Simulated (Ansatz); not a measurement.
Zone-centre phonons of BaS at 11 GPa: input and output

The calculation used Ansatz 0.2.0, DFT PBEsol, scalar-relativistic, plane waves, PAW.

Launched with:
```bash
ansatz run input.yaml --threads 1 --pin off --max-ram 1228MiB --backend cpu --events-out ev --progress --plain --runs-dir out
```

Input (bare energies are in eV):
```yaml
crystal:
  lattice:
    - [0.0, 2.997712256, 2.997712256]
    - [2.997712256, 0.0, 2.997712256]
    - [2.997712256, 2.997712256, 0.0]
  atoms:
    - { symbol: Ba, position: [0.0, 0.0, 0.0] }
    - { symbol: S, position: [0.5, 0.5, 0.5] }
basis:
  ecutwfc: 420
kpoints:
  mp_grid: { grid: [8, 8, 8] }
hamiltonian:
  xc: pbesol
scf:
  occupations: { method: fixed }
output:
  eigenvalues: true
phonons:
  method: dfpt
  dielectric: true
  rigid_motions: translations
  eigenvectors: true
```

The end of the output:
```
--- Phonons (Γ-DFPT): 2 representative perturbations + reference, on 59 of 512 k-points (Σ response iterations 6) ---
  k mesh reduced under 8 symmetry operations, with k and −k counted as one. Each operation leaves every solved perturbation unchanged. A smaller set is not considered because the run solves the response ...
  ASR residual: 1.416e-4 → 0.000e0 eV/Å²; symmetrization residual: 1.194e-6 eV/Å²
  ASR residual per site (eV/Å²): 2.50e-5 1.42e-4
  Γ frequencies (cm⁻¹): 0.00 0.00 0.00 196.50 196.50 196.50
  ε∞ (high-frequency dielectric tensor):
        5.664346    -0.000000    -0.000000
       -0.000000     5.664346    -0.000000
       -0.000000    -0.000000     5.664346
  ε⁰ (static dielectric tensor: ions relaxed, cell fixed):
       12.546590     0.000000    -0.000000
        0.000000    12.546590    -0.000000
       -0.000000    -0.000000    12.546590
  ε⁰ − ε∞ (ionic part):
        6.882244     0.000000    -0.000000
        0.000000     6.882244    -0.000000
       -0.000000    -0.000000     6.882244
  softest optical mode at Γ: 196.50 cm⁻¹; the repairs (sum rule, projections) moved no ω² at Γ by more than (1.12 cm⁻¹)²
  Born effective charges Z* (e; rows j = field, columns β = displacement):
    site 0:
         2.75001    0.00000    0.00000
         0.00000    2.75001    0.00000
        -0.00000   -0.00000    2.75001
    site 1:
        -2.75001   -0.00000   -0.00000
        -0.00000   -2.75001   -0.00000
         0.00000    0.00000   -2.75001
  Z* charge neutrality: 1.878e-3 e pre-enforcement
  solved inside a basis spanned on kpoints, on 8×8×8 k-points, its susceptibility summed on 12×12×12: ε∞ is read to err by 1.6e-2, Z* by 1.2e-2 e (field_mesh: kpoints solves on kpoints); Z* is corrected for ...
  optical modes at Γ without the LO–TO term, one row a degenerate level:
      ω (cm⁻¹) modes IR ((D/Å)²/amu)
        196.50      3            20.1378
  optical modes at Γ + LO–TO along q̂ = [1.0000, 0.0000, 0.0000]:
      ω (cm⁻¹) modes IR ((D/Å)²/amu)
        196.50      2            13.4252
        292.45      1             6.7126
  optical modes at Γ + LO–TO along q̂ = [0.0000, 1.0000, 0.0000]:
      ω (cm⁻¹) modes IR ((D/Å)²/amu)
        196.50      2            13.4252
        292.45      1             6.7126
  optical modes at Γ + LO–TO along q̂ = [0.0000, 0.0000, 1.0000]:
      ω (cm⁻¹) modes IR ((D/Å)²/amu)
        196.50      2            13.4252
        292.45      1             6.7126
```

It took 70 s on 1 thread of Arm Neoverse N1 (shared host), peak memory 0.47 GiB.

Spin–orbit coupling is left out, which matters for heavy elements.